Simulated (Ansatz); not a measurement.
**Localised basis functions on twisted h-SiC/h-AlN monolayer on bilayer, 27.80° (78 atoms)**

Wanted: errors and times of a linear-scaling basis for twisted h-SiC/h-AlN monolayer on bilayer, 27.80° (78 atoms). A setting counts as converged where the r.m.s. difference of forces stays under 1 % of the r.m.s. force.

Program: Ansatz 0.2.0. Level of theory: Kohn-Sham DFT, PBE+D3(BJ), PAW (set soft_2), plane waves. Results are calculated unless marked as measured.

Report form: the programs' logs are mostly left out.

### Step 1. Starting point

The cell holds 78 atoms: 26 Si, 26 C, 13 Al and 13 N. Cell: a = 11.231 Å, b = 11.231 Å, c = 18.580 Å, α = 90.0°, β = 90.0°, γ = 120.0°. It derives from SiC and AlN. h-SiC (a = 3.1 Å) under h-AlN (a = 3.13 Å), monolayer on bilayer, commensurate cell of 13 unit cells a layer, twist 27.80 deg, both strained to the mean lattice constant; facing planes 3.19, 3.39 Å apart; 12 Å of vacuum; layers as built, displaced by a Gaussian of 0.01 Å. Regions: layer 1, 26 atoms (13 Si and 13 C); layer 2, 26 atoms (13 Si and 13 C); layer 3, 26 atoms (13 Al and 13 N). Vacuum lies along c.

Before any run, some limits are plain. Beside vacuum, support functions can miss their usual error bounds without a warning. Sampling is at Γ alone, for a cell whose shortest periodic width is 10 Å.

### Step 2. Plane-wave single point

This run is the reference for what follows, at a cutoff of 420 eV.

Input file input.yaml:

```yaml
crystal:
  lattice:
    - [11.2313, 0.0, 0.0]
    - [-5.61565, 9.72659, 0.0]
    - [0.0, 0.0, 18.58]
  atoms:
    - { symbol: Si, position: [0.12921, 0.17975, 0.32384] }
    - { symbol: C, position: [0.17854, 0.05094, 0.32337] }
    - { symbol: Si, position: [0.20581, 0.48788, 0.32338] }
    - { symbol: C, position: [0.25726, 0.35848, 0.32316] }
    [... 68 atom lines left out ...]
    - { symbol: Al, position: [0.20442, 0.71819, 0.67627] }
    - { symbol: "N", position: [0.25516, 0.89562, 0.67709] }
    - { symbol: Al, position: [0.9732, 0.40944, 0.6778] }
    - { symbol: "N", position: [0.02478, 0.58877, 0.67675] }
    - { symbol: Al, position: [0.89894, 0.63945, 0.67646] }
    - { symbol: "N", position: [0.94972, 0.82048, 0.6773] }
kpoints:
  mp_grid: { grid: [1, 1, 1] }
hamiltonian:
  xc: pbe
  dispersion: d3bj
scf:
  occupations: { method: fermi_dirac, width: 0.025 }
output:
  forces: true
  populations: true
  dos:
    method: { smearing: { sigma: 0.08 } }
    de: 0.1
    projected:
      site_lists:
        Al: [Al]
        C: [C]
        "N": ["N"]
        Si: [Si]
        layer_1: [0, 1, 2, 3, 4, 5, 6, 7, 8, 9, 10, 11, 12, 13, 14, 15, 16, 17, 18, 19, 20, 21, 22, 23, 24, 25]
        layer_2: [26, 27, 28, 29, 30, 31, 32, 33, 34, 35, 36, 37, 38, 39, 40, 41, 42, 43, 44, 45, 46, 47, 48, 49, 50, 51]
        layer_3: [52, 53, 54, 55, 56, 57, 58, 59, 60, 61, 62, 63, 64, 65, 66, 67, 68, 69, 70, 71, 72, 73, 74, 75, 76, 77]
  eigenvalues: true
  write_density: true
  write_potential: true
  volumetric_format: npy
  elf: true
```

The run is started by

```
$ ansatz run input.yaml --threads 4 --pin off --max-ram 8192MiB --backend cpu --events-out ev --progress --plain --runs-dir out
```

The job ended after 20 s (4 threads of Arm Neoverse V2, shared host; peak memory 1.9 GiB; 75 s of CPU time).

The program notes that the exchange-correlation potential is rough where the density is thin.

The run gave:

```yaml
free_energy: -35056.0828 eV
free_energy_per_atom: -449.4370 eV/atom
scf_cycles: 9
r_m_s_force_component: 0.3203 eV/Å
longest_force: 1.12 eV/Å
fermi_energy: 1.641 eV
spacing_of_highest_filled_and_lowest_empty_level: 2.078 eV
spilling_of_the_projection: 0.01136
```

The r.m.s. force component of 0.32 eV/Å sets the scale for the differences below.

### Step 3. Support functions low

The cell is solved in localised support functions.

This step: Kohn-Sham DFT, PBE+D3(BJ), PAW (set soft_2), localised support functions (low) (Ansatz 0.2.0).

input.yaml, the sections that differ from step 2:

```yaml
scf:
  occupations: { method: fermi_dirac, width: 0.025 }
  eigensolver: { kind: { support_functions: { accuracy: low } } }
  mixing: { beta: 0.4 }
  max_iter: 150
output:
  forces: true
  eigenvalues: true
# crystal, kpoints, hamiltonian: as in step 2
```

The job ended after 1.7 min (4 threads; peak memory 3.8 GiB).

The program notes that the band table was not solved further than the SCF left it and it switched symmetry off.

Keys that differ from the reference: support_functions.accuracy = "low", scf.max_iter = 150 and scf.mixing.beta = 0.4.

Forces differ from the reference by 0.20 meV/Å r.m.s., 0.062 % of their size, well within a tolerance of 1 %; the energy by -2.2 meV/atom. It took 1.7 min and 13 cycles; the reference's time can't be set against it, since the two runs asked for unlike analyses.

### Step 4. Support functions medium

This step: Kohn-Sham DFT, PBE+D3(BJ), PAW (set soft_2), localised support functions (medium) (Ansatz 0.2.0).

input.yaml, the sections that differ from step 3:

```yaml
scf:
  occupations: { method: fermi_dirac, width: 0.025 }
  eigensolver: { kind: { support_functions: { accuracy: medium } } }
  mixing: { beta: 0.4 }
  max_iter: 150
# crystal, kpoints, hamiltonian, output: as in step 3
```

Run time: 1.8 min. Hardware: 4 threads; peak memory 3.9 GiB; 7.1 min of CPU time.

Keys that differ from the reference: support_functions.accuracy = "medium", scf.max_iter = 150 and scf.mixing.beta = 0.4.

Forces differ from the reference by 0.18 meV/Å r.m.s., 0.056 % of their size, well within a tolerance of 1 %; the energy by -2.2 meV/atom. It took 1.8 min and 15 cycles; the reference's time can't be set against it, since the two runs asked for unlike analyses.

### Step 5. Support functions high

With localised support functions most steps grow linearly with size, though the diagonalisation grows faster unless the density matrix is cut; this run measures error and cost at this size.

This step: Kohn-Sham DFT, PBE+D3(BJ), PAW (set soft_2), localised support functions (high) (Ansatz 0.2.0).

input.yaml, the sections that differ from step 4:

```yaml
scf:
  occupations: { method: fermi_dirac, width: 0.025 }
  eigensolver: { kind: { support_functions: { accuracy: high } } }
  mixing: { beta: 0.4 }
  max_iter: 150
# crystal, kpoints, hamiltonian, output: as in step 4
```

Wall time 9.5 min (4 threads); peak memory 7.3 GiB.

Keys that differ from the reference: support_functions.accuracy = "high", scf.max_iter = 150 and scf.mixing.beta = 0.4.

Forces differ from the reference by 0.15 meV/Å r.m.s., 0.047 % of their size, well within a tolerance of 1 %; the energy by -2.2 meV/atom. It took 9.5 min and 24 cycles; the reference's time can't be set against it, since the two runs asked for unlike analyses.

### Step 6. Support functions medium, radius 3.1 Å

The radius confines each support function; a larger one gives more freedom and more work per atom.

This step: Kohn-Sham DFT, PBE+D3(BJ), PAW (set soft_2), localised support functions (medium) (Ansatz 0.2.0).

input.yaml, the sections that differ from step 5:

```yaml
scf:
  occupations: { method: fermi_dirac, width: 0.025 }
  eigensolver: { kind: { support_functions: { accuracy: medium, radius: 3.1 } } }
  mixing: { beta: 0.4 }
  max_iter: 150
# crystal, kpoints, hamiltonian, output: as in step 5
```

It took 2.1 s on 4 threads; peak memory 0.38 GiB.

The program refuses radii under 3.69 Å for these atoms at this level.

### Step 7. Support functions medium, radius 3.41 Å

input.yaml, the sections that differ from step 6:

```yaml
scf:
  occupations: { method: fermi_dirac, width: 0.025 }
  eigensolver: { kind: { support_functions: { accuracy: medium, radius: 3.41 } } }
  mixing: { beta: 0.4 }
  max_iter: 150
# crystal, kpoints, hamiltonian, output: as in step 6
```

It took 2.1 s on 4 threads; peak memory 0.38 GiB.

The program refuses radii under 3.69 Å for these atoms at this level.

### Step 8. Support functions medium, radius 3.65 Å

input.yaml, the sections that differ from step 7:

```yaml
scf:
  occupations: { method: fermi_dirac, width: 0.025 }
  eigensolver: { kind: { support_functions: { accuracy: medium, radius: 3.65 } } }
  mixing: { beta: 0.4 }
  max_iter: 150
# crystal, kpoints, hamiltonian, output: as in step 7
```

The job ended after 2.1 s (4 threads; peak memory 0.38 GiB).

The program refuses radii under 3.69 Å for these atoms at this level.

### Step 9. Support functions medium, radius 4.27 Å

input.yaml, the sections that differ from step 8:

```yaml
scf:
  occupations: { method: fermi_dirac, width: 0.025 }
  eigensolver: { kind: { support_functions: { accuracy: medium, radius: 4.27 } } }
  mixing: { beta: 0.4 }
  max_iter: 150
# crystal, kpoints, hamiltonian, output: as in step 8
```

Wall time 2.2 min (4 threads); peak memory 4.3 GiB; 8.7 min of CPU time.

Keys that differ from the reference: support_functions.accuracy = "medium", support_functions.radius = 4.27, scf.max_iter = 150 and scf.mixing.beta = 0.4.

Forces differ from the reference by 0.17 meV/Å r.m.s., 0.053 % of their size, well within a tolerance of 1 %; the energy by -2.2 meV/atom. It took 2.2 min and 15 cycles; the reference's time can't be set against it, since the two runs asked for unlike analyses.

### Step 10. Changed: scf.algorithm = "density_mixing"

Changed here: scf.algorithm = "density_mixing".

This step: Kohn-Sham DFT, PBE+D3(BJ), PAW (set soft_2), plane waves (Ansatz 0.2.0).

input.yaml, the sections that differ from step 9:

```yaml
scf:
  occupations: { method: fermi_dirac, width: 0.025 }
  algorithm: density_mixing
output:
  forces: true
  populations: intrinsic
  dos:
    method: { smearing: { sigma: 0.1 } }
    de: 0.1
    projected:
      site_lists:
        Al: [Al]
        C: [C]
        "N": ["N"]
        Si: [Si]
        layer_1: [0, 1, 2, 3, 4, 5, 6, 7, 8, 9, 10, 11, 12, 13, 14, 15, 16, 17, 18, 19, 20, 21, 22, 23, 24, 25]
        layer_2: [26, 27, 28, 29, 30, 31, 32, 33, 34, 35, 36, 37, 38, 39, 40, 41, 42, 43, 44, 45, 46, 47, 48, 49, 50, 51]
        layer_3: [52, 53, 54, 55, 56, 57, 58, 59, 60, 61, 62, 63, 64, 65, 66, 67, 68, 69, 70, 71, 72, 73, 74, 75, 76, 77]
  eigenvalues: true
# crystal, kpoints, hamiltonian: as in step 9
```

Run time: 18 s. Hardware: 4 threads; peak memory 1.9 GiB; 70 s of CPU time.

Forces differ from the reference by 0 meV/Å r.m.s., 1.0e-4 % of their size. The change had no effect here: energy, forces and cycles are those of the reference.

Runs without a result: support functions medium, radius 3.1 Å (error); support functions medium, radius 3.41 Å (error); support functions medium, radius 3.65 Å (error).

### Step 11. Cost against change

Each row is set against the plane-wave reference (Kohn-Sham DFT, PBE+D3(BJ), PAW (set soft_2), plane waves; r.m.s. force component 0.320 eV/Å). Energies are set beside the reference only for runs with its functional, potentials and electron count. Times are for 4 threads of Arm Neoverse V2, shared host. The reference's time includes the DOS, ELF and grids, which some other runs skip.

| run | Δ force, r.m.s. (meV/Å) | share of r.m.s. force (%) | Δ energy (meV/atom) | Δ gap (eV) | cycles | time | host memory (GiB) |
| --- | --- | --- | --- | --- | --- | --- | --- |
| reference | - | - | - | - | 9 | 20 s | 1.9 |
| support functions low | 0.198 | 0.0617 | -2.18 | 2.0e-4 | 13 | 1.7 min | 3.8 |
| support functions medium | 0.181 | 0.0564 | -2.18 | -1.0e-4 | 15 | 1.8 min | 3.9 |
| support functions high | 0.151 | 0.047 | -2.15 | 1.0e-4 | 24 | 9.5 min | 7.3 |
| support functions medium, radius 4.27 Å | 0.17 | 0.0532 | -2.18 | 0 | 15 | 2.2 min | 4.3 |
| scf.algorithm = "density_mixing" | 0 | 1.0e-4 | 0 | 0 | 9 | 18 s | 1.9 |

### Step 12. What the reference run shows

The comparisons rest on this run, so its electronic structure is set out here.

Length of the force by element:

| element | coordination | atoms | mean length of the force (eV/Å) | spread | least | most |
| --- | --- | --- | --- | --- | --- | --- |
| Al | all | 13 | 0.531 | 0.253 | 0.275 | 1.05 |
| C | all | 26 | 0.516 | 0.215 | 0.147 | 1.12 |
| N | all | 13 | 0.498 | 0.19 | 0.251 | 0.884 |
| Si | all | 26 | 0.514 | 0.178 | 0.192 | 0.866 |

Löwdin charges by element (they lack the spilled electrons, 0.045 e an atom on average):

| element | coordination | atoms | mean charge (e) | spread | least | most |
| --- | --- | --- | --- | --- | --- | --- |
| Al | all | 13 | 1.15 | 0.0037 | 1.15 | 1.16 |
| C | all | 26 | -0.995 | 0.0083 | -1.01 | -0.983 |
| N | all | 13 | -1.09 | 0.0046 | -1.10 | -1.08 |
| Si | all | 26 | 1.10 | 0.0133 | 1.07 | 1.12 |

By region:

| region | atoms | mean length of the force (eV/Å) |
| --- | --- | --- |
| layer 1 | 26 | 0.512 |
| layer 2 | 26 | 0.518 |
| layer 3 | 26 | 0.514 |

States in the cell by windows of 1 eV, zero at the Fermi level; the larger projections on atomic orbitals stand beside the total:

| from (eV) | to (eV) | total | layer 1 | layer 2 | C p | layer 3 | Si p | N p |
| --- | --- | --- | --- | --- | --- | --- | --- | --- |
| -10 | -9 | 1.7 | 1.6 | 0.1 | 0.9 | 0.0 | 0.2 | 0.0 |
| -9 | -8 | 22.3 | 10.4 | 11.7 | 11.5 | 0.0 | 2.8 | 0.0 |
| -8 | -7 | 0.0 | 0.0 | 0.0 | 0.0 | 0.0 | 0.0 | 0.0 |
| -7 | -6 | 14.1 | 11.6 | 1.9 | 7.5 | 0.4 | 2.5 | 0.3 |
| -6 | -5 | 46.1 | 13.2 | 20.7 | 19.6 | 11.8 | 9.7 | 8.0 |
| -5 | -4 | 34.0 | 12.8 | 8.0 | 12.0 | 12.8 | 8.4 | 9.1 |
| -4 | -3 | 42.0 | 10.1 | 14.2 | 16.4 | 17.3 | 7.4 | 12.6 |
| -3 | -2 | 42.4 | 11.8 | 10.8 | 17.3 | 19.0 | 5.2 | 16.2 |
| -2 | -1 | 30.6 | 5.1 | 9.2 | 11.9 | 15.4 | 2.4 | 14.1 |
| -1 | 0 | 0.8 | 0.1 | 0.4 | 0.4 | 0.4 | 0.1 | 0.4 |
| 0 | 1 | 0.5 | 0.3 | 0.1 | 0.1 | 0.0 | 0.3 | 0.0 |
| 1 | 2 | 21.4 | 10.5 | 7.3 | 3.1 | 1.8 | 14.0 | 0.3 |
| 2 | 3 | 10.2 | 3.2 | 3.6 | 1.1 | 1.2 | 3.7 | 0.2 |
| 3 | 4 | 48.2 | 20.7 | 9.6 | 8.1 | 7.5 | 10.6 | 1.1 |
| 4 | 5 | 59.7 | 10.3 | 19.1 | 8.1 | 16.0 | 11.1 | 2.3 |

The curve was stored every 0.10 eV, coarse against its broadening of 0.08 eV, so these counts are rough.

Between -16 and -10 eV lie 78 more states.

The levels nearest the highest filled one (over half full), pooled over k-points and spins:

| level less the highest filled one (eV) | occupation |
| --- | --- |
| -0.367 | 2 |
| -0.263 | 2 |
| -0.255 | 2 |
| -0.0876 | 2 |
| -0.066 | 2 |
| 0 | 2 |
| 2.08 | 0 |
| 2.13 | 0 |
| 2.13 | 0 |
| 2.18 | 0 |
| 2.20 | 0 |
| 2.24 | 0 |

Planar average of the electrostatic potential energy along the normal, with the Fermi level as zero, after a running mean with a triangular window 4 Å wide at its base:

| height (Å) | potential energy (eV) |
| --- | --- |
| 0.0 | 3.87 |
| 0.6 | 3.85 |
| 1.0 | 3.83 |
| 1.6 | 3.81 |
| 2.1 | 3.79 |
| 2.7 | 3.72 |
| 3.1 | 3.58 |
| 3.7 | 2.81 |
| 4.2 | 1.12 |
| 4.8 | -2.47 |
| 5.2 | -5.37 |
| 5.8 | -8.17 |
| 6.4 | -7.68 |
| 6.8 | -5.75 |
| 7.4 | -4.03 |
| 7.9 | -4.13 |
| 8.5 | -6.05 |
| 8.9 | -7.75 |
| 9.5 | -7.49 |
| 10.0 | -5.41 |
| 10.6 | -2.59 |
| 11.0 | -1.53 |
| 11.6 | -2.16 |
| 12.0 | -3.54 |
| 12.6 | -4.41 |
| 13.2 | -2.99 |
| 13.7 | -1.06 |
| 14.3 | 1.55 |
| 14.7 | 2.96 |
| 15.3 | 3.77 |
| 15.8 | 3.92 |
| 16.4 | 3.95 |
| 16.8 | 3.94 |
| 17.4 | 3.92 |
| 17.8 | 3.90 |
| 18.4 | 3.88 |

Valence density in the ca plane at fractional y = 0.049, with atoms of C and Si and N within 0.2 Å of it. It is the smooth field of the valence electrons, not physical close to the nuclei.

Ten steps, logarithmic in the rise over the least value, from '0' (0.0 e/Å³) to '9' (3.1 e/Å³), each cell a mean:
```
00000000001235553224677642124554210000000000
00000000001346764323566532236886420000000000
00000000001357765323455432247998520000000000
00000000001245654223566532247997420000000000
00000000000134433224677642236776420000000000
00000000000123322124788742224554310000000000
00000000000123332124688642223333210000000000
00000000001234543223566532234554310000000000
00000000001344454222333321235775310000000000
00000000001344344212233211235775310000000000
00000000001345554222344321135665310000000000
00000000001245654223566532124444210000000000
00000000001246664224566542223223210000000000
00000000001356764323566532223223210000000000
00000000001356765323444421123333210000000000
00000000001345554322344321123333210000000000
00000000001245554222344321112222100000000000
00000000001346764323455431112332110000000000
00000000001357875323455432124444210000000000
00000000001368886334433432235665310000000000
00000000001357875324555532235776320000000000
00000000001245654224577542234665310000000000
00000000000133432224677642123443210000000000
00000000000123332224688642112332110000000000
```
Columns run along c (18.6 Å), rows up along a (11.2 Å). Atoms in or near the plane, at fractional coordinates: C at (0.32, 0.18), Si at (0.49, 0.18), N at (0.68, 0.87).

Electrostatic potential energy in the ca plane at fractional y = 0.049, with atoms of C and Si and N within 0.2 Å of it. With pseudopotentials it is smooth inside the atoms' cores, unlike the true potential.

Values in eV, 13 rows by 16 columns, each cell a mean:
```
  5   5   5   5   3  -1   4  -5  -5   5   0   2   6   6   6   6
  5   5   5   5   0  -6   4  -5  -5   5 -16 -11   6   6   6   6
  5   5   5   5   3   0   5  -7  -7   5  -6  -3   5   6   6   6
  5   5   5   5   3   1   5  -9  -8   4 -11  -8   4   6   6   6
  5   5   5   5  -9 -21   2   3   3   5  -4  -2   5   6   6   6
  5   5   5   4 -11 -24   1   3   3   5   0   2   6   6   6   6
  5   5   5   5   2  -3   4  -5  -5   3  -9  -7   4   6   6   6
  6   5   5   5   0  -8   3  -7  -7   2 -10  -8   4   6   6   6
  6   5   5   5  -9 -24   2   2   3   5   1   2   5   6   6   6
  6   5   5   5  -1 -11   3  -5  -5   4   3   3   5   6   6   6
  6   5   5   6  -5 -23   3 -22 -22   3  -1   0   5   6   6   6
  5   5   5   5   2  -6   4 -10  -9   5   1   2   6   6   6   6
  5   5   5   5   3   2   5  -8  -8   5   3   4   5   6   6   6
```
Columns run along c (18.6 Å; values clipped at the 3rd and 97th percentile), rows up along a (11.2 Å). Atoms in or near the plane, at fractional coordinates: C at (0.32, 0.18), Si at (0.49, 0.18), N at (0.68, 0.87).

Mean Löwdin charges: Al +1.15, C -0.99, N -1.09, Si +1.10 e (they miss 1.1 % of the electrons, so they add up to more than the cell's charge). The potential slopes across the vacuum by 0.038 eV/Å: the slab bears a dipole, and with periodic images along the normal there is no flat vacuum level to read.

(Continued in part 2 of 2.)

[Logs are printed without paths, hosts, clocks, repeated set-up lines and the standing remarks that a program may print on its own settings, such as how far it seeks lower states.]

[Hosts, paths, dates, database ids (printed as entryN), source tags and the programs' standing remarks are cut or masked in the printed files.]
